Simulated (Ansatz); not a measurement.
Ag: enthalpy against pressure

Ag, R-3m, a = 2.869 Å, c = 21.059 Å. This isn't the element's structure at ambient conditions. Ansatz: PBEsol, PAW, 420 eV, Γ-centred 18×18×18 mesh on 3 atoms, Gaussian smearing 0.10 eV; no spin polarisation. Cell and atoms are relaxed at each pressure, and no other structure is tried, so the rows at high pressure may lie past a change of phase. y is the enthalpy over the state at zero pressure; there V0 = 16.677 Å³/atom. The pressures are the targets, met within 0.02 GPa.

```
P (GPa) y (eV/atom)
   -2.0      -0.2100
    0.0       0.0000
    2.0       0.2065
    5.0       0.5104
   10.0       1.0033
   20.0            ?
   40.0       3.7228
```

**Question.** Fit y = c1 P + c2 P² + c3 P³ to the other rows, say what c1 and c2 mean, and predict the missing value.

**Answer.** Least squares on the rows shown. y = 0.10408 P − 0.00040869 P² + 3.3382×10⁻⁶ P³. Since dH/dP = V, c1 is V0: 0.10408 eV/GPa × 160.2 = 16.674 Å³ against 16.677; c2 = −V0/(2B0) gives B0 = 127 GPa, where a Birch–Murnaghan fit to the volumes of the same runs (not shown) gives 118 GPa: a cubic over this range folds the higher terms into c2. At P = 20.0 the fit asked for gives 1.9448 eV/atom. The run gave 1.9488 eV/atom, so the fit is 0.0040 eV/atom too low, 0.1 % of the span of the series, against an rms of 0.0001 eV/atom on the fitted rows. With a term in P⁴ added, a fit to the same known rows predicts 1.9495 eV/atom, so most of the miss is curvature that the known rows already hold.